Q: If I shorten every length in these crystals by 3 %, which one pushes back hardest, and why?

Zincblende crystals (space group F-43m), computed with Ansatz 0.2.0: PBE, plane-wave PAW, 420 eV cutoff, Fermi–Dirac smearing of 0.02 eV, no spin polarisation. Cells were relaxed with r2SCAN, then every length was shortened by 3 %. Changes are strained minus unstrained; volumes and distances are those of the unstrained cells, and pressure is positive in compression.

| formula | element on site A | Z A | element on site B | Z B | volume per atom (Å³) | shortest distance (Å) | k mesh | band gap change (eV) | least direct gap change (eV) | unstrained band gap (eV) | energy rise per atom (meV) | unstrained gap kind | pressure change (GPa) |
| --- | --- | --- | --- | --- | --- | --- | --- | --- | --- | --- | --- | --- | --- |
| BN | B | 5 | N | 7 | 5.88 | 1.563 | 12×12×12 | 0.091 | 0.438 | 4.477 | 77.8 | indirect | 41.91 |
| BP | B | 5 | P | 15 | 11.67 | 1.964 | 10×10×10 | -0.139 | 0.155 | 1.238 | 61.7 | indirect | 18.09 |
| BAs | B | 5 | As | 33 | 13.68 | 2.071 | 10×10×10 | -0.096 | 0.121 | 1.188 | 69.4 | indirect | 15.40 |
| AlN | Al | 13 | N | 7 | 10.43 | 1.892 | 10×10×10 | 0.043 | 0.828 | 3.325 | 86.6 | indirect | 22.86 |
| GaN | Ga | 31 | N | 7 | 11.38 | 1.948 | 10×10×10 | 0.583 | 0.583 | 1.756 | 101.7 | direct | 22.07 |
| GaP | Ga | 31 | P | 15 | 20.24 | 2.360 | 8×8×8 | -0.180 | 0.769 | 1.592 | 77.3 | indirect | 9.78 |
| GaAs | Ga | 31 | As | 33 | 22.74 | 2.454 | 8×8×8 | 0.703 | 0.703 | 0.466 | 81.5 | direct | 8.26 |
| GaSb | Ga | 31 | Sb | 51 | 28.82 | 2.655 | 8×8×8 | 0.592 | 0.655 | 0.000 | 74.1 | zero | 6.03 |
| InP | In | 49 | P | 15 | 25.77 | 2.558 | 8×8×8 | 0.495 | 0.495 | 0.586 | 71.9 | direct | 7.54 |
| InAs | In | 49 | As | 33 | 28.50 | 2.645 | 8×8×8 | 0.113 | 0.113 | 0.000 | 77.7 | zero | 6.47 |
| InSb | In | 49 | Sb | 51 | 35.27 | 2.840 | 6×6×6 | 0.122 | 0.122 | 0.000 | 71.0 | zero | 4.81 |

A: Boron nitride does, with about 42 GPa of added pressure against about 5 GPa for InSb. The order follows the volume per atom without exception: the smaller the volume, the larger the pressure. Pressure is energy per volume, and BN packs its bonds into one sixth of the space that InSb uses. That explains a factor of six out of nearly nine. The remaining factor of about 1.5 reflects the greater stiffness per atom of short, strong bonds.

Q: Then BN should also cost the most energy per atom. Why does the table give that place to GaN?

A: Because GaN starts from a cell that is already squeezed. The cells were relaxed with r2SCAN, but PBE prefers larger ones, so in PBE every crystal is under pressure before the strain begins. Compression must first work against this starting pressure P₀, and that work is P₀ times the volume removed, ΔV.

For GaN, 3 % off each length removes 8.7 % of 11.38 Å³, which is 0.99 Å³ per atom. With P₀ = 6.2 GPa and 1 eV/Å³ ≈ 160 GPa, the work is

P₀ΔV ≈ 6.2 × 0.99 / 160 eV ≈ 0.038 eV, or nearly 40 meV per atom. BN starts under pressure too, but the pressure is lower and its volume is only about half as large, so the same work comes to just 15 meV per atom.

Q: What is left once that is taken away?

A: GaN and BN come out nearly equal, at about 63 meV per atom: BN reaches about twice the pressure, but over about half the volume. The output printed after this text gives the same estimate for every row. What remains is largest in the nitrides, at 60 meV or slightly more. It is smallest, at 43 meV, in the antimonides, whose bonds are longer and weaker. It is a fairer measure of stiffness per atom than the raw energy rise, though not a pure one. A crystal stiffens as it is squeezed, and the starting pressure has already stiffened GaN proportionally more than BN. From cells relaxed in PBE itself, BN would be expected to come out somewhat ahead, so the close match should not be read as exact.

Q: Under the same strain the gap of GaAs grows by 0.70 eV, while that of GaP shrinks by 0.18 eV. How can swapping arsenic for phosphorus reverse the sign?

A: The two numbers follow different empty levels. In GaAs the lowest empty level lies at Γ, where the electron wave has the same phase in every cell. In GaP it lies near X, at the edge of the Brillouin zone, where the phase alternates from cell to cell. Follow the level at Γ in GaP instead, and its direct gap grows by 0.77 eV, much as in GaAs.

Bonding theory explains why the level at Γ is so sensitive. It is an antibonding combination of s orbitals, and each atom meets all four neighbours with the unfavourable sign. Shorter bonds strengthen all four contributions together and drive the level up. At X two neighbours cancel the other two, so this push is absent, though couplings between s and p orbitals remain.

The argument suggests a weaker response near X, but does not give its sign. The gaps to the region near X shrink in BP, BAs and GaP, whereas those to X itself grow slightly in BN and AlN. The table leaves the reason for that difference open.

Q: So can I count on a large change whenever I look at the direct gap at Γ?

A: Not always: it matters whether the lowest empty level there is s-like. The direct gap of InP grows four times as much as that of BAs, and the order of their levels suggests why. In InP, before compression, the lowest empty level at Γ is a single s-like one, 3.5 eV below a p-like triplet. In compressed BAs the triplet is lowest, and the next level, expected to be the s-like one, lies 2.4 eV above it.

The p orbitals of neighbouring atoms meet partly head-on and partly sideways in these crystals. The head-on and sideways couplings have opposite signs and partly cancel, so shortening the bonds moves the triplet less. The size of the couplings matters too. In BN the lowest empty level at Γ is expected to be p-like as well, yet the direct gap grows by 0.44 eV, nearly as much as in InP. That gap starts at about 8.9 eV, however, so it grows by about 5 %, close to the 5 % of BP and the 4 % of BAs. The very short bond of BN makes the couplings large, and their change with them. For a related crystal, first ask where the lowest empty level lies, and then whether it is s-like or p-like.

Q: The gap of InSb changes by only 0.12 eV. Would it suit a device whose gap must not react to pressure?

A: The table gives no support for that. Before compression the calculated gaps of InSb, InAs and GaSb are exactly zero, although real samples of all three have a gap. The filled and empty bands touch at Γ because PBE, in these unstrained cells, places the s-like level below the top of the p-like valence bands. Compression must first lift it back above them, and the table counts only the part of the rise after that point. The listed changes in the direct gap are therefore lower bounds on the shift of the level relative to the valence top. In strained GaSb the level at Γ has risen past the one at L, which is why its two gap columns differ.

Even the small gap that opens in InSb is doubtful. The calculation omits spin–orbit coupling, which raises the valence top by a few tenths of an eV in antimonides and could close that gap again.

Q: My press controls pressure, not strain. Does that change the comparison?

A: Yes, considerably. At equal strain the direct gap of GaAs grows only 1.2 times as much as that of GaN. Per gigapascal it grows 3.2 times as much, about 85 meV against 26 meV, because GaN needs far more pressure to reach the same strain. Softness magnifies whatever response to bond length a level has, but cannot replace it: BP needs less pressure than GaN, yet its direct gap gains less per gigapascal because it moves so little with strain. These values are averages over a large compression that starts from cells already under pressure in PBE. Since crystals stiffen as they are squeezed, the response to the first gigapascal is expected to be larger.

Q: Which digits of the gap changes would you rely on?

A: I would read them to a few hundredths of an eV as PBE results, and more cautiously as predictions for real crystals. In GaP the lowest empty level falls between the points of the k mesh. The mesh alone gives a change of −0.196 eV, while a search between its points gives the tabulated −0.180 eV. Where the minimum lies off the mesh, even the second decimal can therefore depend on how carefully it is located.

PBE also makes the gaps themselves too small. Much of that error should cancel when two gaps of the same crystal are subtracted, but no second functional is listed here to test this. The cancellation fails where the starting gap is zero, since the level order itself is then wrong.

Output of the analysis:

```
Pressure and energy under 3 percent shortening:
   row  pressure change times volume (eV per atom)  starting pressure (GPa)  starting pressure times volume removed (meV per atom)  energy rise without that term (meV per atom)
    BN                                       1.538                     4.74                                                  15.19                                         62.61
    BP                                       1.318                    1.283                                                   8.16                                         53.54
   BAs                                       1.315                    2.171                                                  16.19                                         53.21
   AlN                                       1.488                    4.609                                                   26.2                                          60.4
   GaN                                       1.568                     6.22                                                  38.58                                         63.12
   GaP                                       1.235                    2.491                                                  27.48                                         49.82
  GaAs                                       1.172                    2.774                                                  34.38                                         47.12
  GaSb                                       1.085                    1.978                                                  31.07                                         43.03
   InP                                       1.213                    1.651                                                   23.2                                          48.7
  InAs                                       1.151                    2.016                                                  31.31                                         46.39
  InSb                                       1.059                     1.45                                                  27.87                                         43.13
volume removed (percent): 8.733
rank correlation of volume per atom and pressure change: -1
pressure change, BN over InSb (ratio): 8.713
volume per atom, InSb over BN (ratio): 5.998
pressure change times volume, largest over smallest (ratio): 1.48
energy rise, GaN less BN (meV per atom): 23.9
the same without the starting-pressure term (meV per atom): 0.5083
number of rows whose least gap shrinks: 3
GaP unstrained, direct gap less least gap (eV): 0.235
GaP strained, direct gap less least gap (eV): 1.185
direct gap change, InP over BAs (ratio): 4.091
BAs strained, singlet above triplet at Gamma (eV): 2.409
InP unstrained, triplet above singlet at Gamma (eV): 3.504
GaSb strained, direct gap less least gap (eV): 0.063
direct gap change at equal strain, GaAs over GaN (ratio): 1.206
GaN direct gap change per pressure (meV per GPa): 26.42
GaAs direct gap change per pressure (meV per GPa): 85.11
direct gap change per pressure, GaAs over GaN (ratio): 3.222
GaP gap change from the mesh alone (eV): -0.1957
BP gap change from the mesh alone (eV): -0.1271
```
